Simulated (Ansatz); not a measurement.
# Zn: the cost of one run

Method: DFT PBE, scalar-relativistic, in Ansatz 0.2.0.

## 1. The starting structure

The structure is hexagonal, space group P6_3/mmc (No. 194). Conventional cell: a = 2.665 Å, b = 2.665 Å, c = 4.947 Å, α = 90.00°, β = 90.00°, γ = 120.00°. Zn (site symmetry -6m2) has 12 Zn at 2.66 to 2.91 Å as nearest neighbours.

Coordinates:

```
Zn
1.0
     2.66480    0.00000    0.00000
    -1.33240    2.30778    0.00000
     0.00000    0.00000    4.94670
Zn
2
Direct
  0.33333 0.66667 0.25000
  0.66667 0.33333 0.75000
```

Structure: COD 9008522, as refined from experiment and not relaxed.

Atoms are numbered in the order of the input: Zn1, Zn2.

## 2. Volume × 0.95, LAPW

Input file input.yaml:

```yaml
crystal:
  lattice:
    - [2.6196232574, 0.0, 0.0]
    - [-1.3098116287, 2.2686602892, 0.0]
    - [0.0, 0.0, 4.8628414268]
  atoms:
    - { symbol: Zn, position: [0.3333333333, 0.6666666667, 0.25] }
    - { symbol: Zn, position: [0.6666666667, 0.3333333333, 0.75] }
kpoints:
  mp_grid: { grid: [18, 18, 8] }
scf:
  occupations: { method: fermi_dirac, width: 0.03 }
hamiltonian:
  xc: pbe
  pseudopotentials: { kind: all_electron, lapw: { basis_error: 0.00025 } }
output:
  forces: true
  stress: true
  eigenvalues: true
```

Command:

```sh
ansatz run input.yaml --threads 1 --pin off --max-ram 3072MiB --backend cpu --events-out ev --progress --plain --runs-dir out
```

Q: Estimate wall time and peak memory on 1 thread of Arm Neoverse V1, shared host.

About 47 s, with a peak of 0.61 GiB.
